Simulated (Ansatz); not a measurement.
A plane-wave DFT run in Ansatz 0.2.0 (scalar-relativistic PAW potentials unless the input names others): input and command.

```yaml
crystal:
  lattice:
    - [2.5196845176, 0.0, 0.0]
    - [0.0, 3.5633720176, 0.0]
    - [0.0, 0.0, 25.2992112939]
  atoms:
    - { symbol: Cu, position: [0.5, 0.5, 0.3359788533] }
    - { symbol: Cu, position: [0.0, 0.0, 0.3857765425] }
    - { symbol: Cu, position: [0.5, 0.5, 0.4355742315] }
    - { symbol: Cu, position: [0.0, 0.0, 0.4850879076] }
    - { symbol: Cu, position: [0.5, 0.5, 0.5329619803] }
    - { symbol: Cu, position: [0.0, 0.0, 0.600172245] }
    - { symbol: O, position: [0.5, 0.5, 0.607325064] }
basis:
  ecutwfc: 420
kpoints:
  mp_grid: { grid: [11, 8, 1] }
hamiltonian:
  xc: pbesol
  hubbard: { sites: [{ species: Cu, l: d, u_eff: 20.0 }] }
scf:
  occupations: { method: gaussian, width: 0.1 }
  max_iter: 50
output:
  forces: true
  eigenvalues: true
efield:
  axis: 3
  dipole_correction: true
  ramp_width: 0.04
```

```bash
ansatz run input.yaml --threads 2 --pin off --max-ram 5120MiB --backend cpu --events-out ev --progress --plain --runs-dir out
```

Abridged log:
```
Basis set: ecut = 420 eV, 4439 PW (Γ), exchange–correlation on 36×48×360 points (8 copies of the dense FFT grid, shifted against one another)
Bands: 72, of which v1, the nominal top of the filled ones, is band 60 counted from 1 (59 counted from 0)
Symmetry: 4 space group operations
k-points: 30 of 88
SCF iter   1: F=—  HF=-40085.778255 eV  |F-HF|=—  |Δ(HF+E_count)|=         —  Δρ=6.46e-2  dr2=2.34e1  ethr=3.10e-3  p= 0.000 e·Å  D=-2.75e-7 V/Å  ΔV_dip=0.00 eV  dr2_dipole=6.10e0  V_vac-E_F(+/−)=7.17/7.17 eV  ⟨swp⟩=7.3  Hψ=9089  notcnv=0  defer=53
efield: sawtooth ramp at fractional position 0.9517 (placed from the atoms, in the widest stretch of the axis that holds none; the zero of the levels goes with the place), width 0.0400; the density the first Hamiltonian is built on has a dipole p =  0.000 e·Å; the dipole correction subtracts the counter field D = -2.75e-7 V/Å, which shifts the + side's vacuum level by +0.00 eV against the − side's; the planar-averaged density in the ramp window peaks in size at 9.2e-6 e/Å³
SCF iter   2: F=—  HF=-40093.806537 eV  |F-HF|=—  |Δ(HF+E_count)|=    8.03e0  Δρ=1.66e-1  dr2=2.20e2  ethr=3.10e-3  p=-0.134 e·Å  D=-1.07e-1 V/Å  ΔV_dip=2.70 eV  dr2_dipole=5.70e1  V_vac-E_F(+/−)=6.45/3.75 eV  ⟨swp⟩=4.4  Hψ=5383  notcnv=0  defer=190  recentre
SCF iter   3: F=—  HF=-40083.740409 eV  |F-HF|=—  |Δ(HF+E_count)|=    1.01e1  Δρ=3.28e-2  dr2=1.20e1  ethr=3.10e-3  p=-0.024 e·Å  D=-1.89e-2 V/Å  ΔV_dip=0.48 eV  dr2_dipole=4.00e0  V_vac-E_F(+/−)=7.12/6.64 eV  ⟨swp⟩=3.3  Hψ=4927  notcnv=0  defer=167
SCF iter   4: F=—  HF=-40083.132708 eV  |F-HF|=—  |Δ(HF+E_count)|=   6.08e-1  Δρ=1.64e-2  dr2=1.52e0  ethr=3.10e-3  p=-0.043 e·Å  D=-3.43e-2 V/Å  ΔV_dip=0.87 eV  dr2_dipole=5.58e-1  V_vac-E_F(+/−)=6.32/5.46 eV  ⟨swp⟩=2.2  Hψ=2733  notcnv=0  defer=179
SCF iter   5: F=—  HF=-40082.993201 eV  |F-HF|=—  |Δ(HF+E_count)|=   1.40e-1  Δρ=1.47e-2  dr2=2.56e-1  ethr=1.26e-3  p=-0.072 e·Å  D=-5.73e-2 V/Å  ΔV_dip=1.45 eV  dr2_dipole=1.93e-3  V_vac-E_F(+/−)=6.60/5.15 eV  ⟨swp⟩=2.5  Hψ=3642  notcnv=0  defer=163
SCF iter   6: F=—  HF=-40082.923000 eV  |F-HF|=—  |Δ(HF+E_count)|=   7.02e-2  Δρ=7.67e-3  dr2=4.17e-1  ethr=2.14e-4  p=-0.093 e·Å  D=-7.44e-2 V/Å  ΔV_dip=1.88 eV  dr2_dipole=1.16e-1  V_vac-E_F(+/−)=6.80/4.92 eV  ⟨swp⟩=2.3  Hψ=3384  notcnv=0  defer=160
SCF iter   7: F=—  HF=-40082.938888 eV  |F-HF|=—  |Δ(HF+E_count)|=   1.59e-2  Δρ=3.72e-3  dr2=6.76e-2  ethr=2.14e-4  p=-0.095 e·Å  D=-7.53e-2 V/Å  ΔV_dip=1.91 eV  dr2_dipole=1.88e-2  V_vac-E_F(+/−)=6.76/4.85 eV  ⟨swp⟩=1.8  Hψ=2417  notcnv=0  defer=154
SCF iter   8: F=—  HF=-40082.948124 eV  |F-HF|=—  |Δ(HF+E_count)|=   9.24e-3  Δρ=2.99e-3  dr2=1.18e-2  ethr=5.63e-5  p=-0.096 e·Å  D=-7.68e-2 V/Å  ΔV_dip=1.94 eV  dr2_dipole=2.08e-3  V_vac-E_F(+/−)=6.76/4.82 eV  ⟨swp⟩=2.0  Hψ=2705  notcnv=0  defer=156
SCF iter   9: F=—  HF=-40082.948262 eV  |F-HF|=—  |Δ(HF+E_count)|=   1.38e-4  Δρ=1.30e-3  dr2=1.02e-3  ethr=9.81e-6  p=-0.100 e·Å  D=-7.93e-2 V/Å  ΔV_dip=2.01 eV  dr2_dipole=1.83e-6  V_vac-E_F(+/−)=6.78/4.77 eV  ⟨swp⟩=2.4  Hψ=3276  notcnv=0  defer=156
SCF iter  10: F=—  HF=-40082.949807 eV  |F-HF|=—  |Δ(HF+E_count)|=   1.54e-3  Δρ=5.85e-4  dr2=3.90e-4  ethr=8.53e-7  p=-0.101 e·Å  D=-8.07e-2 V/Å  ΔV_dip=2.04 eV  dr2_dipole=4.17e-7  V_vac-E_F(+/−)=6.80/4.76 eV  ⟨swp⟩=2.4  Hψ=4089  notcnv=0  defer=151
SCF iter  11: F=—  HF=-40082.949843 eV  |F-HF|=—  |Δ(HF+E_count)|=   3.66e-5  Δρ=1.89e-4  dr2=2.98e-5  ethr=3.25e-7  p=-0.102 e·Å  D=-8.09e-2 V/Å  ΔV_dip=2.05 eV  dr2_dipole=1.93e-7  V_vac-E_F(+/−)=6.81/4.76 eV  ⟨swp⟩=2.4  Hψ=3873  notcnv=0  defer=151
SCF iter  12: F=—  HF=-40082.949994 eV  |F-HF|=—  |Δ(HF+E_count)|=   1.51e-4  Δρ=5.94e-5  dr2=4.02e-6  ethr=2.49e-8  p=-0.101 e·Å  D=-8.07e-2 V/Å  ΔV_dip=2.04 eV  dr2_dipole=1.12e-7  V_vac-E_F(+/−)=6.81/4.77 eV  ⟨swp⟩=3.1  Hψ=3875  notcnv=0  defer=151
SCF iter  13: F=—  HF=-40082.950012 eV  |F-HF|=—  |Δ(HF+E_count)|=   1.75e-5  Δρ=4.93e-5  dr2=3.47e-6  ethr=3.35e-9  p=-0.101 e·Å  D=-8.07e-2 V/Å  ΔV_dip=2.04 eV  dr2_dipole=1.92e-7  V_vac-E_F(+/−)=6.81/4.77 eV  ⟨swp⟩=2.2  Hψ=3605  notcnv=0  defer=151
SCF iter  14: F=—  HF=-40082.950011 eV  |F-HF|=—  |Δ(HF+E_count)|=   4.76e-7  Δρ=2.07e-5  dr2=6.18e-7  ethr=2.89e-9  p=-0.101 e·Å  D=-8.07e-2 V/Å  ΔV_dip=2.04 eV  dr2_dipole=6.53e-8  V_vac-E_F(+/−)=6.81/4.77 eV  ⟨swp⟩=2.0  Hψ=3689  notcnv=0  defer=151
SCF iter  15: F=—  HF=-40082.950013 eV  |F-HF|=—  |Δ(HF+E_count)|=   2.12e-6  Δρ=1.04e-5  dr2=1.06e-7  ethr=5.15e-10  p=-0.101 e·Å  D=-8.07e-2 V/Å  ΔV_dip=2.04 eV  dr2_dipole=1.00e-8  V_vac-E_F(+/−)=6.81/4.77 eV  ⟨swp⟩=2.1  Hψ=3077  notcnv=0  defer=151
SCF iter  16: F=-40082.950015 eV  HF=-40082.950014 eV  |F-HF|=6.72e-7  |Δ(HF+E_count)|=   1.18e-6  Δρ=7.25e-6  dr2=6.23e-8  ethr=8.33e-11  p=-0.101 e·Å  D=-8.07e-2 V/Å  ΔV_dip=2.04 eV  dr2_dipole=2.23e-9  V_vac-E_F(+/−)=6.81/4.77 eV  ⟨swp⟩=16.3  Hψ=11787  notcnv=0
SCF 1 converged in 16 iterations: F = -40082.950015 eV  dr2 = 6.23e-8
SCF converged after 16 iterations
Free energy (F): -40082.950015 eV
Harris-Foulkes:  -40082.950014 eV  (|F-HF|=6.72e-7)
Internal energy: -40082.938102 eV  (E = F + TS)
E sigma→0 (E₀):  -40082.944058 eV
Entropy (-TS):   -0.011913 eV (-1.702 meV/atom)
Fermi energy:    1.282002 eV
Dipole field:    D = -0.080718 V/Å  (p = -0.101326 e·Å, saw-weighted, corrected)
Work function:   Φ+ = 6.8105 eV   Φ− = 4.7684 eV
Levels:          The Fermi level and band energies are counted from a zero that moves with the ramp; work functions are not
--- Forces (eV/Å), atoms counted from 1 ---
  atom   1  Cu     0.00000000     0.00000000    -0.02016007
  atom   2  Cu     0.00000000     0.00000000    -0.53657622
  atom   3  Cu     0.00000000     0.00000000     0.01999548
  atom   4  Cu     0.00000000     0.00000000    -0.04238919
  atom   5  Cu     0.00000000     0.00000000    -0.64381753
  atom   6  Cu     0.00000000     0.00000000     0.23146073
  atom   7  O      0.00000000     0.00000000     0.99148836
Occupation matrices written to <dir>
```

What should be changed?

The fault is an enormous or negative U (hamiltonian.hubbard: not typed → {"sites": [{"species": "Cu", "l": "d", "u_eff": 20.0}]}, the first being the value of the sound run). Setting it back cures it. The run converged all the same, with an energy at zero smearing 976 meV/atom above the reference's (the Hamiltonian itself differs), largest force 0.991 eV/Å, no gap on the mesh, so convergence alone doesn't show that an input is right. A reference run on usual settings, whose relaxation ended at this geometry, converged, and the end of its own relaxation has largest force 0.533 eV/Å (on an atom or along a direction that it held fixed), no gap on the mesh.

It took 43 s on 2 threads of Intel(R) Xeon(R) Platinum 8259CL CPU @ 2.50GHz (Skylake/Cascade Lake) (shared host), peak memory 0.84 GiB.